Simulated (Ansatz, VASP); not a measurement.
**Two plane-wave programs on Sn**

```
Sn
1.0
    -1.90821    1.90821    1.90821
     1.90821   -1.90821    1.90821
     1.90821    1.90821   -1.90821
Sn
1
Direct
  0.00000 0.00000 0.00000
```

Alike in both runs: task single point; functional PBE; k mesh 16 × 16 × 16; occupations gaussian, width 0.05 eV; non-collinear spin, spin-orbit coupling.

```csv
,VASP,Ansatz
version,VASP 6.6.1,Ansatz 0.2.0
potentials or method,"VASP PAW PBE potentials, release 64 (Sn_d)","plane waves, PAW"
plane-wave cutoff (eV),520,420
valence electrons in the cell,14,14
```

|  | VASP | Ansatz | Ansatz less VASP |
| --- | --- | --- | --- |
| gap on the k mesh at the Fermi level (eV) | none | none | - |
| pressure (GPa) | 0.0 | 0.0 | +0.04 |
| net moment per atom (μB) | 0.00 | 0.00 | 0.000 |

A gap of «none» marks a metal or a gap that the smearing closes.
